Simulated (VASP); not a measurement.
# Y (P6_3/mmc) in VASP: a series of runs, part 2 of 2

VASP 6.6.1. Earlier steps stand in the parts before.

## Step 3: Relaxation of cell and atoms, LDA

This run uses another cell than the first one, of 29.82 Å³/atom, 0.903 times its volume.

INCAR reads:

```
SYSTEM = Y
PREC = Accurate
ENCUT = 600
EDIFF = 1E-7
ISMEAR = 1
SIGMA = 0.1
LREAL = .False.
LASPH = .True.
NELM = 80
ALGO = Normal
ISIF = 3
LWAVE = .False.
LCHARG = .False.
IBRION = 2
NSW = 90
EDIFFG = -0.005
```

KPOINTS reads:

```
Automatic mesh
0
Gamma
  12 12 7
  0 0 0
```

POSCAR reads:

```
Y                                       
1.0
    3.5294108450     -0.0000000000      0.0000000000
   -1.7647054225      3.0565594522     -0.0000000000
    0.0000000000      0.0000000000      5.5283225160
  Y             
     2
Direct
     0.3333333332999970    0.6666666667000030    0.2500000000000000
     0.6666666667000030    0.3333333332999970    0.7500000000000000
```

Potentials or basis: VASP PAW LDA potentials, release 64 (Y_sv).

Command:

```
> cat potpaw_LDA.64/Y_sv/POTCAR > POTCAR
> mpirun -np 1 vasp_std > vasp.out
```

It took 41 s on 1 thread of Intel Xeon Platinum 8488C (Sapphire Rapids), shared host; peak memory 0.23 GiB.

Results (log left out):

```yaml
Free_energy: -13.8865 eV
Pressure_after_relaxing: 0.0 GPa
Band_gap_on_the_k_mesh: none (metal or under the smearing width)
```

Final structure:
```
CELL_PARAMETERS angstrom
3.52941 0.00000 0.00000
-1.76471 3.05656 0.00000
0.00000 0.00000 5.52832
ATOMIC_POSITIONS crystal
Y 0.33333 0.66667 0.25000
Y 0.66667 0.33333 0.75000
```

Levels at points of the mesh, in eV from the Fermi level:
```tsv
k point	band 8	band 9	band 10	band 11	band 12	band 13	band 14	band 15
(0.00, 0.00, 0.00)	-21.94	-4.82	-2.03	1.31	1.77	1.77	2.13	2.45
(0.50, 0.00, 0.00)	-22.06	-1.72	-1.39	-0.97	0.12	1.46	1.56	2.24
```

Caveat: the relaxation stopped at its first step, so nothing moved.

## Step 4: Relaxation of cell and atoms, r2SCAN

INCAR reads:

```
SYSTEM = Y
  ALGO = Normal
  EDIFF = 1E-6
  EDIFFG = -0.01
  ENCUT = 600
  IBRION = 2
  ISIF = 3
  ISMEAR = 1
  LASPH = .TRUE.
  LCHARG = .FALSE.
  LMIXTAU = .TRUE.
  LREAL = .FALSE.
  LWAVE = .FALSE.
  METAGGA = R2SCAN
  NELM = 80
  NSW = 90
  PREC = Accurate
  SIGMA = 0.1
```

KPOINTS reads:

```
k-points
0
G
  12 12 7
  0 0 0
```

POSCAR reads:

```
Y
1.0
    3.6474000000      0.0000000000      0.0000000000
   -1.8237000000      3.1587410578      0.0000000000
    0.0000000000      0.0000000000      5.7306000000
Y
2
Direct
    0.3333333333      0.6666666667      0.2500000000
    0.6666666667      0.3333333333      0.7500000000
```

Potentials or basis: VASP PAW PBE potentials, release 64 (Y_sv).

Command:

```
> cat potpaw_PBE.64/Y_sv/POTCAR > POTCAR
> mpirun -np 1 vasp_std > vasp.out
```

It took 12 min on 1 thread of Intel Xeon 6975P-C (Granite Rapids), shared host; peak memory 0.29 GiB.

The run converged. Its results:

| Quantity | Value |
| --- | --- |
| Free energy | -40.5430 eV |
| Relaxed volume | 33.55 Å³/atom |
| Relaxed cell | a = 3.686 Å, b = 3.686 Å, c = 5.702 Å, α = 90.00°, β = 90.00°, γ = 120.00° |
| Space group after relaxing (to 0.05 Å) | P6_3/mmc (No. 194) |
| Energy gained by relaxing | 2.3 meV/atom |
| Ionic steps | 5 |
| Pressure after relaxing | 0.0 GPa |
| Band gap on the k mesh | none (metal or under the smearing width) |

The path:
```csv
step,energy change (eV),largest force (eV/Å),pressure (GPa),volume (Å³)
1,0.0000,0.0000,0.72,66.02
2,-0.0041,0.0000,-0.21,67.44
3,-0.0041,0.0000,-0.12,67.31
4,-0.0045,0.0000,-0.04,67.16
5,-0.0046,0.0000,0.00,67.10
```

Final structure:
```xyz
2
Lattice="3.6863 0.0000 0.0000 -1.8432 3.1925 0.0000 0.0000 0.0000 5.7020" Properties=species:S:1:pos:R:3 pbc="T T T"
Y     0.0000    2.1283    1.4255
Y     1.8432    1.0642    4.2765
```

Levels at points of the mesh, in eV from the Fermi level:
```csv
k point,band 8,band 9,band 10,band 11,band 12,band 13,band 14,band 15
"(0.00, 0.00, 0.00)",-23.27,-4.88,-1.84,0.78,1.94,1.94,2.40,2.62
"(0.50, 0.00, 0.00)",-23.35,-1.72,-1.18,-0.78,-0.29,1.53,1.63,2.28
```

Caveat: the PAW data sets were made with another functional, which shifts forces and pressure a little.

## Step 5: Relaxation of cell and atoms, r2SCAN

This run uses another cell than the first one, of 33.55 Å³/atom, 1.016 times its volume.

Edit INCAR of step 4 so:

```diff
@@ -2,4 +2,4 @@
   ALGO = Normal
-  EDIFF = 1E-6
-  EDIFFG = -0.01
+  EDIFF = 1E-7
+  EDIFFG = -0.005
   ENCUT = 600
```

KPOINTS is that of step 4.

POSCAR reads:

```
Y                                       
1.0
    3.6863360080      0.0000000000      0.0000000000
   -1.8431680040      3.1924606299     -0.0000000000
    0.0000000000      0.0000000000      5.7020339788
  Y             
     2
Direct
     0.3333333332999970    0.6666666667000030    0.2500000000000000
     0.6666666667000030    0.3333333332999970    0.7500000000000000
```

Potentials or basis: VASP PAW PBE potentials, release 64 (Y_sv).

Command:

```
> cat potpaw_PBE.64/Y_sv/POTCAR > POTCAR
> mpirun -np 1 vasp_std > vasp.out
```

OUTCAR:

```text
SYSTEM = Y
   EDIFF = 1E-7
   EDIFFG = -0.005
   ENCUT = 600
   IBRION = 2
   ISIF = 3
   ISMEAR = 1
   LASPH = .TRUE.
   LREAL = .FALSE.
   METAGGA = R2SCAN
   NELM = 80
   NSW = 90
   PREC = Accurate

 ion  position               nearest neighbor table
   1  0.333  0.667  0.250-   2 3.56   2 3.56   2 3.56   2 3.56   2 3.56   2 3.56
   2  0.667  0.333  0.750-   1 3.56   1 3.56   1 3.56   1 3.56   1 3.56   1 3.56

  LATTYP: Found a hexagonal cell.
 ALAT       =     3.6863360080
 C/A-ratio  =     1.5468025612

  Lattice vectors:

 A1 = (   3.6863360080,   0.0000000000,   0.0000000000)
 A2 = (  -1.8431680040,   3.1924606299,   0.0000000000)
 A3 = (   0.0000000000,   0.0000000000,   5.7020339788)

Analysis of symmetry for initial positions (statically):
=====================================================================
 Subroutine PRICEL returns:
 Original cell was already a primitive cell.

 Routine SETGRP: Setting up the symmetry group for a
 hexagonal supercell.

 Subroutine GETGRP returns: Found 24 space group operations
 (whereof 12 operations were pure point group operations)
[... 185 lines left out ...]
      8     -20.3328      2.00000
      9      -1.9517      2.00000
     10       1.0943      2.00000
     11       3.7097     -0.00000
     12       4.8744     -0.00000
     13       4.8744     -0.00000
     14       5.3297      0.00000
[... 401 lines left out ...]
      2     -41.2256      2.00000
      3     -20.8017      2.00000
      4     -20.6827      2.00000
      5     -20.6394      2.00000
      6     -20.5381      2.00000
      7     -20.4215      2.00000
      8     -20.4109      2.00000
      9       0.1226      2.00000
     10       2.0561      2.00000
     11       2.4700      2.00000
     12       3.0490     -0.06968
     13       4.4834     -0.00000
     14       4.8479     -0.00000
     15       4.9020     -0.00000

 [... further k-points ...]

------------------------ aborting loop because EDIFF is reached ----------------------------------------

  FORCE on cell =-STRESS in cart. coord.  units (eV):
  Direction    XX          YY          ZZ          XY          YZ          ZX
  --------------------------------------------------------------------------------------
  -------------------------------------------------------------------------------------
  Total        0.0031048      0.0031048     -0.0065515      0.0000000     -0.0000000     -0.0000000
  in kB        0.0741289      0.0741289     -0.1564233      0.0000000     -0.0000000     -0.0000000
  external PRESSURE =      -0.0027218 kB  Pullay stress =       0.0000000 kB

 VOLUME and BASIS-vectors are now :
 -----------------------------------------------------------------------------
  energy-cutoff  :      600.00
  volume of cell :       67.10
      direct lattice vectors                 reciprocal lattice vectors
     3.686336008  0.000000000  0.000000000     0.271272070  0.156619003  0.000000000
    -1.843168004  3.192460630  0.000000000     0.000000000  0.313238005  0.000000000
     0.000000000  0.000000000  5.702033979     0.000000000  0.000000000  0.175376016

 POSITION                                       TOTAL-FORCE (eV/Angst)
 -----------------------------------------------------------------------------------
     -0.00000      2.12831      1.42551         0.000000      0.000000      0.000000
      1.84317      1.06415      4.27653        -0.000000     -0.000000      0.000000
 -----------------------------------------------------------------------------------
    total drift:                               -0.000000      0.000000     -0.000000

  FREE ENERGIE OF THE ION-ELECTRON SYSTEM (eV)
  ---------------------------------------------------
  free  energy   TOTEN  =       -40.5430688640 eV

  energy  without entropy=      -40.5417353270  energy(sigma->0) =      -40.54262435

 reached required accuracy - stopping structural energy minimisation
```

It took 4.4 min on 1 thread of Intel Xeon 6975P-C (Granite Rapids), shared host; peak memory 0.28 GiB.

Results:

* Free energy: -40.5431 eV
* Pressure after relaxing: 0.0 GPa
* Band gap on the k mesh: none (metal or under the smearing width)

Final structure:
```
Y
1.0
     3.68634    0.00000    0.00000
    -1.84317    3.19246    0.00000
     0.00000    0.00000    5.70203
Y
2
Direct
  0.33333 0.66667 0.25000
  0.66667 0.33333 0.75000
```

Caveat: the relaxation stopped at its first step, so nothing moved; the PAW data sets were made with another functional, which shifts forces and pressure a little.
